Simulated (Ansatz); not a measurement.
HgTe: do energies and stresses tell the same story?

These are results of DFT PBE, scalar-relativistic, plane waves, PAW (Ansatz 0.2.0), not measurements.

Cutoff 420 eV; k points 12×12×12 on the computed 2-atom cell (Γ-centred); Gaussian smearing, width 0.10 eV; no spin polarisation.

Relaxed cell: F-43m, a = 6.653 Å, b = 6.653 Å, c = 6.653 Å, α = 90.00°, β = 90.00°, γ = 90.00°, 2 atoms in the primitive cell.

Energies at zero smearing and pressures from the stress tensor, at volumes with shape and atoms relaxed:
```json
{"V (Å³/atom)": "32.390", "E − E(first) (meV/atom)": "0.00", "P (GPa)": "6.02"}
{"V (Å³/atom)": "33.494", "E − E(first) (meV/atom)": "-34.56", "P (GPa)": "4.06"}
{"V (Å³/atom)": "34.598", "E − E(first) (meV/atom)": "-56.80", "P (GPa)": "2.44"}
{"V (Å³/atom)": "35.702", "E − E(first) (meV/atom)": "-68.81", "P (GPa)": "1.09"}
{"V (Å³/atom)": "36.807", "E − E(first) (meV/atom)": "-72.33", "P (GPa)": "-0.03"}
{"V (Å³/atom)": "37.911", "E − E(first) (meV/atom)": "-68.79", "P (GPa)": "-0.97"}
{"V (Å³/atom)": "39.015", "E − E(first) (meV/atom)": "-59.40", "P (GPa)": "-1.74"}
{"V (Å³/atom)": "40.487", "E − E(first) (meV/atom)": "-39.48", "P (GPa)": "-2.56"}
```

Task: Check P = −dE/dV between neighbouring volumes, and get the bulk modulus from the pressures alone.

Result: With 1 eV/Å³ = 160.2 GPa:
```
middle V (Å³/atom)  −ΔE/ΔV (GPa) mean P (GPa)
            32.942         5.014         5.044
            34.046         3.228         3.252
            35.150         1.743         1.764
            36.255         0.511         0.528
            37.359        -0.514        -0.499
            38.463        -1.363        -1.351
            39.751        -2.167        -2.150
```

The two differ by 0.03 GPa at most. The mean of two end pressures misses the average over a step by about ΔV² P″/12, up to 0.03 GPa here; with that taken off 0.00 GPa remains. Around V = 36.807 Å³/atom, the two neighbours give B = −V ΔP/ΔV = 36.807 × 2.05 / 2.208 = 34.2 GPa, against B0 = 34.2 GPa from the Birch–Murnaghan fit of the energies.

Spin–orbit coupling is left out, which can shift energies with elements as heavy as these.